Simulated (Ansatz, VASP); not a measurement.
**One calculation of Ag, two programs**

INCAR

```
PREC = Accurate
ENCUT = 520
EDIFF = 1E-7
ISMEAR = -1
SIGMA = 0.05
LREAL = False
LASPH = True
NELM = 100
ALGO = Normal
ISIF = 2
LWAVE = False
LCHARG = True
GGA = PE
LELF = True
LVHAR = True
NBANDS = 12
```

The input KPOINTS:

```
Automatic mesh
0
Gamma
  12 12 12
```

Contents of POSCAR:

```
Ag
1.0
    2.7514544664      0.0000000000      0.0000000000
    0.0000000000      2.7514544664      0.0000000000
    0.0000000000      0.0000000000      2.7514544664
Ag
1
Direct
    0.0000000000      0.0000000000      0.0000000000
```

Input for Ansatz:

```yaml
crystal:
  lattice:
    - [2.7514544664, 0.0, 0.0]
    - [0.0, 2.7514544664, 0.0]
    - [0.0, 0.0, 2.7514544664]
  atoms:
    - { symbol: Ag, position: [0.0, 0.0, 0.0] }
kpoints:
  mp_grid: { grid: [12, 12, 12] }
  band_path:
    path:
      - [0.0, 0.0, 0.0]
      - [0.0, 0.5, 0.0]
      - [0.5, 0.5, 0.0]
      - [0.0, 0.0, 0.0]
      - [0.5, 0.5, 0.5]
      - [0.0, 0.5, 0.0]
      - [0.5, 0.5, 0.5]
      - [0.5, 0.5, 0.0]
    npoints: 8
scf:
  occupations: { method: fermi_dirac, width: 0.05 }
hamiltonian:
  xc: pbe
  pseudopotentials: { kind: all_electron, lapw: { basis_error: 0.00025 } }
output:
  forces: true
  stress: true
  eigenvalues: true
  populations: true
  dos: { projected: true, de: 0.2, e_range: [-14, 8] }
```

This isn't the form of Ag at room conditions, which is fcc.

Alike in both runs: task single point; functional PBE; k mesh 12 × 12 × 12; occupations fermi-dirac, width 0.05 eV; no spin polarisation.

```csv
,VASP,Ansatz
version,VASP 6.6.1,Ansatz 0.2.0
potentials or method,"VASP PAW PBE potentials, release 64 (Ag)","all-electron LAPW, scalar-relativistic"
plane-wave cutoff (eV),520,see its input
```

VASP gave:

- pressure (GPa): -0.1

**Question.** Estimate Ansatz's values.

**Answer.** Pressure (GPa): 0.0.

Ansatz ran all-electron here, so the differences hold the error of VASP's frozen core and of both bases.
